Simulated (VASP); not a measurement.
# CdS (Greenockite) (P6_3mc) in VASP: a series of runs

The runs below take CdS (Greenockite) through single point, relaxation of cell and atoms, with PBE+D3(BJ).

Program: VASP 6.6.1. These are calculated values, not measurements. Logs are shortened: lines on timing, memory, paths and dates and some standing lists are left out, and cuts for length are marked.

## (1) The structure

The structure is hexagonal, space group P6_3mc (No. 186). The conventional cell has a = 4.197 Å, b = 4.197 Å, c = 6.829 Å, α = 90.00°, β = 90.00°, γ = 120.00°. Around Cd (site symmetry 3m) lie 4 S at 2.57 Å. Around S (site symmetry 3m) lie 4 Cd at 2.57 Å.

## (2) Single point, PBE+D3(BJ) (relaxed again under DFT PBE+D3(BJ), scalar-relativistic, plane waves, PAW)

Contents of INCAR:

```
SYSTEM = CdS
ALGO = Normal
EDIFF = 1E-6
ENCUT = 520
GGA = PE
ISIF = 2
ISMEAR = 0
IVDW = 12
LASPH = .TRUE.
LCHARG = .FALSE.
LREAL = .FALSE.
LWAVE = .FALSE.
NBANDS = 26
NELM = 100
PREC = Accurate
SIGMA = 0.02
```

Contents of KPOINTS:

```
k-points
0
G
  9 9 4
  0 0 0
```

Contents of POSCAR:

```
CdS
1.0
    4.1438615023      0.0000000000      0.0000000000
   -2.0719307511      3.5886893308      0.0000000000
    0.0000000000      0.0000000000      6.7471831199
Cd S
2 2
Direct
    0.3333333333      0.6666666667     -0.0006832466
    0.6666666667      0.3333333333      0.4993167534
    0.3333333333      0.6666666667      0.3756832466
    0.6666666667      0.3333333333      0.8756832466
```

Potentials or basis: VASP PAW PBE potentials, release 64 (Cd, S).

Launch:

```
$ cat potpaw_PBE.64/Cd/POTCAR potpaw_PBE.64/S/POTCAR > POTCAR
$ mpirun -np 1 vasp_std > vasp.out
```

OUTCAR:

```text
SYSTEM = CdS
   EDIFF = 1E-6
   ENCUT = 520
   GGA = PE
   ISIF = 2
   ISMEAR = 0
   IVDW = 12
   LASPH = .TRUE.
   LREAL = .FALSE.
   NELM = 100
   PREC = Accurate
 IVDW          = 12

 ion  position               nearest neighbor table
   1  0.333  0.667  0.999-   4 2.53   4 2.53   4 2.53   3 2.54
   2  0.667  0.333  0.499-   3 2.53   3 2.53   3 2.53   4 2.54
   3  0.333  0.667  0.376-   2 2.53   2 2.53   2 2.53   1 2.54
   4  0.667  0.333  0.876-   1 2.53   1 2.53   1 2.53   2 2.54

  LATTYP: Found a hexagonal cell.
 ALAT       =     4.1438615023
 C/A-ratio  =     1.6282356725

  Lattice vectors:

 A1 = (   4.1438615023,   0.0000000000,   0.0000000000)
 A2 = (  -2.0719307511,   3.5886893308,   0.0000000000)
 A3 = (   0.0000000000,   0.0000000000,   6.7471831199)

Analysis of symmetry for initial positions (statically):
=====================================================================
 Subroutine PRICEL returns:
 Original cell was already a primitive cell.

 Routine SETGRP: Setting up the symmetry group for a
 hexagonal supercell.

 Subroutine GETGRP returns: Found 12 space group operations
 (whereof  6 operations were pure point group operations)
 out of a pool of 24 trial point group operations.

The static configuration has the point symmetry C_3v.
 The point group associated with its full space group is C_6v.

Analysis of symmetry for dynamics (positions and initial velocities):
=====================================================================
 Subroutine PRICEL returns:
 Original cell was already a primitive cell.

 Routine SETGRP: Setting up the symmetry group for a
 hexagonal supercell.

 Subroutine GETGRP returns: Found 12 space group operations
 (whereof  6 operations were pure point group operations)
 out of a pool of 24 trial point group operations.

The dynamic configuration has the point symmetry C_3v.
 The point group associated with its full space group is C_6v.

 Subroutine INISYM returns: Found 12 space group operations
 (whereof  6 operations are pure point group operations),
 and found     1 'primitive' translations

----------------------------------------------------------------------------------------

                                     Primitive cell

  volume of cell :     100.3376

  direct lattice vectors                    reciprocal lattice vectors
     4.143861502  0.000000000  0.000000000     0.241320807  0.139326633  0.000000000
    -2.071930751  3.588689331  0.000000000     0.000000000  0.278653265  0.000000000
     0.000000000  0.000000000  6.747183120     0.000000000  0.000000000  0.148209998

  length of vectors
     4.143861502  4.143861502  6.747183120     0.278653265  0.278653265  0.148209998

  position of ions in fractional coordinates (direct lattice)
     0.333333333  0.666666667  0.999316753
     0.666666667  0.333333333  0.499316753
     0.333333333  0.666666667  0.375683247
     0.666666667  0.333333333  0.875683247

  ion indices of the primitive-cell ions
   primitive index   ion index
                 1           1
                 2           2
                 3           3
                 4           4

----------------------------------------------------------------------------------------

 KPOINTS: k-points

Automatic generation of k-mesh.
 Grid dimensions read from file:
 generate k-points for:    9    9    4

 Generating k-lattice:

  Cartesian coordinates                     Fractional coordinates (reciprocal lattice)
     0.026813423  0.015480737  0.000000000     0.111111111  0.000000000  0.000000000
     0.000000000  0.030961474  0.000000000     0.000000000  0.111111111  0.000000000
     0.000000000  0.000000000  0.037052500     0.000000000  0.000000000  0.250000000

  Length of vectors
     0.030961474  0.030961474  0.037052500

  Shift w.r.t. Gamma in fractional coordinates (k-lattice)
     0.000000000  0.000000000  0.000000000

 Subroutine IBZKPT returns following result:
 ===========================================

 Found     36 irreducible k-points:

 Following reciprocal coordinates:
            Coordinates               Weight
  0.000000  0.000000  0.000000      1.000000
  0.111111  0.000000  0.000000      6.000000
  0.222222  0.000000  0.000000      6.000000
  0.333333  0.000000  0.000000      6.000000
  0.444444  0.000000  0.000000      6.000000
  0.111111  0.111111  0.000000      6.000000
[... 16 lines left out ...]
  0.333333  0.222222  0.250000     24.000000
  0.333333  0.333333  0.250000      4.000000
 [... further k-points ...]
   k-points           NKPTS =     36   k-points in BZ     NKDIM =     36   number of bands    NBANDS=     26
   number of dos      NEDOS =    301   number of ions     NIONS =      4
   total plane-waves  NPLWV =  51200
   dimension x,y,z NGX =    32 NGY =   32 NGZ =   50
   dimension x,y,z NGXF=    64 NGYF=   64 NGZF=  100
   ions per type =               2   2
   NGX,Y,Z   is equivalent  to a cutoff of  12.84, 12.84, 12.32 a.u.
   NGXF,Y,Z  is equivalent  to a cutoff of  25.68, 25.68, 24.64 a.u.
 SYSTEM =  CdS
   PREC   = accura    normal or accurate (medium, high low for compatibility)
   ISTART =      0    job   : 0-new  1-cont  2-samecut
   ICHARG =      2    charge: 1-file 2-atom 10-const
   ISPIN  =      1    spin polarized calculation?
   LNONCOLLINEAR =      F non collinear calculations
   LSORBIT =      F    spin-orbit coupling
   LASPH  =      T    aspherical Exc in radial PAW
   ENCUT  =  520.0 eV  38.22 Ry    6.18 a.u.   7.70  7.70 12.55*2*pi/ulx,y,z
   NELM   =    100;   NELMIN=  2; NELMDL= -5     # of ELM steps
   EDIFF  = 0.1E-05   stopping-criterion for ELM
   LREAL  =      F    real-space projection
   EDIFFG = 0.1E-04   stopping-criterion for IOM
   NSW    =      0    number of steps for IOM
   IBRION =     -1    ionic relax: 0-MD 1-quasi-New 2-CG
   NFREE  =      0    steps in history (QN), initial steepest desc. (CG)
   ISIF   =      2    stress and relaxation
   ISYM   =      2    0-nonsym 1-usesym 2-fastsym
   POTIM  = 0.5000    time-step for ionic-motion
   TEBEG  =    0.0;   TEEND  =   0.0 temperature during run
   PSTRESS=    0.0 pullay stress
   NELECT =      36.0000    total number of electrons
   NUPDOWN=      -1.0000    fix difference up-down
   EMIN   =  10.00;   EMAX   =-10.00  energy-range for DOS
   EFERMI =   0.00;   METHOD = LEGACY
   ISMEAR =     0;   SIGMA  =   0.02  broadening in eV -4-tet -1-fermi 0-gaus
   EFERMI_NEDOS =   21; number of points for ismear=-14 and -15
   IALGO  =     38    algorithm
   IMIX   =      4    mixing-type and parameters
     AMIX     =   0.40;   BMIX     =  1.00
     AMIX_MAG =   1.60;   BMIX_MAG =  1.00
  volume/ion in A,a.u.               =      25.08       169.28
  Fermi-wavevector in a.u.,A,eV,Ry     =   1.163289  2.198298 18.411981  1.353242
  Thomas-Fermi vector in A             =   2.299841
   LORBIT       =      0    0 simple, 1 ext, 2 COOP (PROOUT), +10 PAW based schemes
   GGA     = PE    functional components
   LHFCALC =     F    Hartree Fock is set to
   AEXX    =    0.0000 exact exchange contribution
   IVDW    =    12    specifies the selected vdW correction
   LEPSILON=     F    determine dielectric tensor
   LRPA    =     F    only Hartree local field effects (RPA)
 non-spin polarized calculation
 Gauss-broadening in eV      SIGMA  =   0.02
  energy-cutoff  :      520.00
  volume of cell :      100.34
 maximum number of plane-waves:      2731
 NGX is ok and might be reduce to    32
   NGX = 15   NGY = 15   NGZ = 25

 number of electron      35.9999996 magnetization

 Free energy of the ion-electron system (eV)
  ---------------------------------------------------
  ext. energy  EPLUGINS =         0.00000000
  ---------------------------------------------------
  free energy    TOTEN  =       -12.26659302 eV

  energy without entropy =      -12.26659302  energy(sigma->0) =      -12.26659302

 E-fermi :   1.3262     XC(G=0):  -9.0921

 val. band max:        1.2186504561   @ k =   0.0000   0.0000   0.0000
 cond. band min:       2.4198384696   @ k =   0.0000   0.0000   0.0000
 fundamental gap:      1.2011880135
 Fermi energy:         1.3262183884

 k-point     1 :       0.0000    0.0000    0.0000
  band No.  band energies     occupation
      1     -11.0879      2.00000
      2     -10.6665      2.00000
      3      -6.4506      2.00000
      4      -6.4435      2.00000
      5      -6.4435      2.00000
      6      -6.3611      2.00000
[... 18 lines left out ...]
     25       8.8029      0.00000
     26       8.9013      0.00000

 k-point     2 :       0.1111    0.0000    0.0000
  band No.  band energies     occupation
      1     -11.0448      2.00000
      2     -10.6474      2.00000
      3      -6.4376      2.00000
      4      -6.4258      2.00000
      5      -6.4103      2.00000
      6      -6.3409      2.00000
[... 18 lines left out ...]
     25       8.7935      0.00000
     26       9.0687      0.00000

 k-point     3 :       0.2222    0.0000    0.0000
  band No.  band energies     occupation
      1     -10.9321      2.00000
      2     -10.6022      2.00000
      3      -6.3996      2.00000
      4      -6.3854      2.00000
      5      -6.3204      2.00000
      6      -6.2731      2.00000
[... 18 lines left out ...]
     25       9.0195      0.00000
     26       9.7710      0.00000

 k-point     4 :       0.3333    0.0000    0.0000
  band No.  band energies     occupation
      1     -10.7942      2.00000
      2     -10.5596      2.00000
      3      -6.3668      2.00000
      4      -6.3504      2.00000
      5      -6.2289      2.00000
      6      -6.2018      2.00000
[... 18 lines left out ...]
     25       9.5481      0.00000
     26      10.0388      0.00000

 k-point     5 :       0.4444    0.0000    0.0000
  band No.  band energies     occupation
      1     -10.6918      2.00000
      2     -10.5441      2.00000
      3      -6.3529      2.00000
      4      -6.3349      2.00000
      5      -6.1667      2.00000
      6      -6.1574      2.00000
[... 18 lines left out ...]
     25       9.6355      0.00000
     26      11.1149      0.00000

 k-point     6 :       0.1111    0.1111    0.0000
  band No.  band energies     occupation
      1     -10.9669      2.00000
      2     -10.6153      2.00000
      3      -6.4082      2.00000
      4      -6.3991      2.00000
      5      -6.3475      2.00000
      6      -6.3064      2.00000
[... 427 lines left out ...]
 k-point    21 :       0.4444    0.1111    0.2500
  band No.  band energies     occupation
      1     -10.6389      2.00000
      2     -10.5567      2.00000
      3      -6.3372      2.00000
      4      -6.3103      2.00000
      5      -6.2195      2.00000
      6      -6.1752      2.00000
[... 18 lines left out ...]
     25       9.5576      0.00000
     26      10.7756      0.00000

 k-point    22 :       0.2222    0.2222    0.2500
  band No.  band energies     occupation
      1     -10.6973      2.00000
      2     -10.5691      2.00000
      3      -6.3395      2.00000
      4      -6.3138      2.00000
      5      -6.2300      2.00000
      6      -6.2074      2.00000
[... 18 lines left out ...]
     25       9.1826      0.00000
     26      10.2341      0.00000

 k-point    23 :       0.3333    0.2222    0.2500
  band No.  band energies     occupation
      1     -10.6205      2.00000
      2     -10.5565      2.00000
      3      -6.3376      2.00000
      4      -6.2831      2.00000
      5      -6.2172      2.00000
      6      -6.1753      2.00000
[... 18 lines left out ...]
     25       9.8159      0.00000
     26      10.4702      0.00000

 k-point    24 :       0.3333    0.3333    0.2500
  band No.  band energies     occupation
      1     -10.5734      2.00000
      2     -10.5734      2.00000
      3      -6.3420      2.00000
      4      -6.2372      2.00000
      5      -6.2372      2.00000
      6      -6.1666      2.00000
[... 18 lines left out ...]
     25      10.5558      0.00000
     26      10.6505      0.00000

 [... further k-points ...]

------------------------ aborting loop because EDIFF is reached ----------------------------------------

 Edisp (eV)   -1.21114

 E8    (eV) :    -0.4936

  FORCE on cell =-STRESS in cart. coord.  units (eV):
  Direction    XX          YY          ZZ          XY          YZ          ZX
  --------------------------------------------------------------------------------------
  -------------------------------------------------------------------------------------
  Total       0.20493     0.20493     0.20869     0.00000     0.00000     0.00000
  in kB       3.27235     3.27235     3.33234     0.00000     0.00000     0.00000
  external pressure =        3.29 kB  Pullay stress =        0.00 kB

 VOLUME and BASIS-vectors are now :
 -----------------------------------------------------------------------------
  energy-cutoff  :      520.00
  volume of cell :      100.34
      direct lattice vectors                 reciprocal lattice vectors
     4.143861502  0.000000000  0.000000000     0.241320807  0.139326633  0.000000000
    -2.071930751  3.588689331  0.000000000     0.000000000  0.278653265  0.000000000
     0.000000000  0.000000000  6.747183120     0.000000000  0.000000000  0.148209998

 POSITION                                       TOTAL-FORCE (eV/Angst)
 -----------------------------------------------------------------------------------
     -0.00000      2.39246      6.74257         0.000000     -0.000000      0.002753
      2.07193      1.19623      3.36898        -0.000000     -0.000000      0.002753
     -0.00000      2.39246      2.53480        -0.000000      0.000000     -0.002753
      2.07193      1.19623      5.90840         0.000000     -0.000000     -0.002753
 -----------------------------------------------------------------------------------
    total drift:                               -0.000000     -0.000000     -0.001167

  FREE ENERGIE OF THE ION-ELECTRON SYSTEM (eV)
  ---------------------------------------------------
  free  energy   TOTEN  =       -13.4777314043 eV

  energy  without entropy=      -13.4777314043  energy(sigma->0) =      -13.47773140
```

It took 70 s on 1 thread of Intel Xeon Platinum 8259CL at 2.50GHz (Skylake/Cascade Lake), shared host; peak memory 0.26 GiB.

Results:

```yaml
Free_energy: -13.4777 eV
Pressure: 0.3 GPa
Band_gap_on_the_k_mesh: 1.20 eV, direct
Dispersion_energy_per_atom: -0.303 eV
```

Forces on the atoms (eV/Å):
```
Cd   0.000  0.000  0.003
Cd   0.000  0.000  0.003
S    0.000  0.000 -0.003
S    0.000  0.000 -0.003
```

## (3) Relaxation of cell and atoms, PBE+D3(BJ)

Contents of INCAR:

```
ALGO = Normal ; EDIFF = 1E-7
EDIFFG = -0.005 ; ENCUT = 600
GGA = PE ; IBRION = 2
ISIF = 3 ; ISMEAR = 0
IVDW = 12 ; LASPH = True
LCHARG = False ; LREAL = False
LWAVE = False ; NELM = 100
NSW = 70 ; PREC = Accurate
SIGMA = 0.02
```

Contents of KPOINTS:

```
k-points
0
Gamma
  9 9 4
```

Contents of POSCAR:

```
CdS
1.0
    4.1965610361      0.0000000000      0.0000000000
   -2.0982805180      3.6343284658      0.0000000000
    0.0000000000      0.0000000000      6.8288413438
Cd S
2 2
Direct
    0.3333333333      0.6666666667     -0.0007922000
    0.6666666667      0.3333333333      0.4992078000
    0.3333333333      0.6666666667      0.3757922000
    0.6666666667      0.3333333333      0.8757922000
```

Potentials or basis: VASP PAW PBE potentials, release 64 (Cd, S).

Launch:

```
$ cat potpaw_PBE.64/Cd/POTCAR potpaw_PBE.64/S/POTCAR > POTCAR
$ mpirun -np 1 vasp_std > vasp.out
```

It took 3.9 min on 1 thread of Intel Xeon Platinum 8259CL at 2.50GHz (Skylake/Cascade Lake), shared host; peak memory 0.33 GiB.

The run converged. Its results:

| Property | Result |
| --- | --- |
| Free energy | -13.4793 eV |
| Relaxed volume | 25.21 Å³/atom |
| Relaxed cell | a = 4.152 Å, b = 4.152 Å, c = 6.756 Å, α = 90.00°, β = 90.00°, γ = 120.00° |
| Space group after relaxing (to 0.05 Å) | P6_3mc (No. 186) |
| Energy gained by relaxing | 4.7 meV/atom |
| Ionic steps | 3 |
| Pressure after relaxing | 0.0 GPa |
| Largest force after relaxing | 0.005 eV/Å |
| Band gap on the k mesh | 1.19 eV, direct |
| Dispersion energy per atom | -0.301 eV |

Forces in eV/Å, atoms in the order of the input:
```
Cd   0.000  0.000  0.005
Cd   0.000  0.000  0.005
S    0.000  0.000 -0.005
S    0.000  0.000 -0.005
```

The path:
```csv
step,energy change (eV),largest force (eV/Å),pressure (GPa),volume (Å³)
1,0.0000,0.0020,-1.76,104.15
2,-0.0170,0.0055,0.57,99.91
3,-0.0187,0.0046,0.01,100.85
```

Final structure:
```yaml
crystal:
  lattice:
    - [4.15158, 0.00000, 0.00000]
    - [-2.07579, 3.59537, 0.00000]
    - [0.00000, 0.00000, 6.75639]
  atoms:
    - { symbol: Cd, position: [0.33333, 0.66667, 0.99922] }
    - { symbol: Cd, position: [0.66667, 0.33333, 0.49922] }
    - { symbol: S, position: [0.33333, 0.66667, 0.37578] }
    - { symbol: S, position: [0.66667, 0.33333, 0.87578] }
```

Levels at points of the mesh, in eV from the valence-band top:
```
           k point  band 16  band 17  band 18  band 19  band 20  band 21
(0.00, 0.00, 0.00)    -0.04     0.00     0.00     1.19     2.78     6.48
(0.00, 0.00, 0.50)    -0.38    -0.38    -0.38     2.83     2.83     6.18
```

A hybrid or GW would open this gap; PBE tends to underestimate it.
